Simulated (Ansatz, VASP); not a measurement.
## ZnO: VASP beside Ansatz

```
Zn O
1.0
     3.16541    0.00000    0.00000
    -1.58270    2.74132    0.00000
     0.00000    0.00000    5.31722
Zn O
2 2
Direct
  0.33333 0.66667 0.50519
  0.66667 0.33333 0.00519
  0.66667 0.33333 0.37382
  0.33333 0.66667 0.87382
```

Change from the starting cell: film at in-plane strain -0.02.

Alike in both runs: task single point; functional PBEsol; k mesh 8 × 8 × 4; no spin polarisation.

|  | VASP | Ansatz |
| --- | --- | --- |
| version | VASP 6.6.1 | Ansatz 0.2.0 |
| potentials or method | VASP PAW PBE potentials, release 64 (Zn, O), cutoff 520 eV | all-electron LAPW, scalar-relativistic |
| occupations | gaussian, width 0.01 eV | fixed |

|  | VASP | Ansatz | Ansatz less VASP |
| --- | --- | --- | --- |
| gap on the k mesh at the Fermi level (eV) | 0.66 | 0.69 | +0.030 |
| pressure (GPa) | 4.0 | 2.9 | -1.08 |
| largest component of the traceless stress (GPa) | 2.96 | 2.95 | -0.011 |
| rms of the force components (eV/Å) | 0.005 | 0.001 | -0.0047 |

Atom by atom the forces differ by 0.006 eV/Å (rms over components). Ansatz ran all-electron here, so the differences hold the error of VASP's frozen core and of both bases.

Caveats: the PAW data sets were made with another functional, which shifts forces and pressure a little (VASP).
